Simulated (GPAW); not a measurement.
Ir:

```
Ir
1.0
     0.00000    1.91560    1.91560
     1.91560    0.00000    1.91560
     1.91560    1.91560    0.00000
Ir
1
Direct
  0.00000 0.00000 0.00000
```

| Property | Result |
| --- | --- |
| Program | GPAW 26.7.0 |
| Task | relaxation of cell and atoms |
| Functional | PBE |
| Potentials or basis | GPAW PAW data sets (gpaw-data 1.2.1) |
| Cutoff | 600 eV |
| Basis | pw |
| k mesh | 12 × 12 × 12 |
| Occupations | fermi-dirac, width 0.05 eV |
| Spin | no spin polarisation |

At the start: pressure 9.8 GPa; volume 14.06 Å³/atom.

Q: How do energy, volume and symmetry change on relaxing?

A: Over 3 steps the energy falls by 11.5 meV/atom and the volume is 14.44 Å³/atom (+2.7 %); space group Fm-3m (No. 225, to 0.05 Å).

The path:
```tsv
step	energy change (eV)	largest force (eV/Å)	pressure (GPa)	volume (Å³)
1	0.0000	0.0000	9.85	14.06
2	-0.0098	0.0000	-3.66	14.59
3	-0.0115	0.0000	-0.15	14.44
```

Final structure:
```
CELL_PARAMETERS angstrom
0.00000 1.93275 1.93275
1.93275 0.00000 1.93275
1.93275 1.93275 0.00000
ATOMIC_POSITIONS crystal
Ir 0.00000 0.00000 0.00000
```

Caveat: later steps reuse the first step's grids.
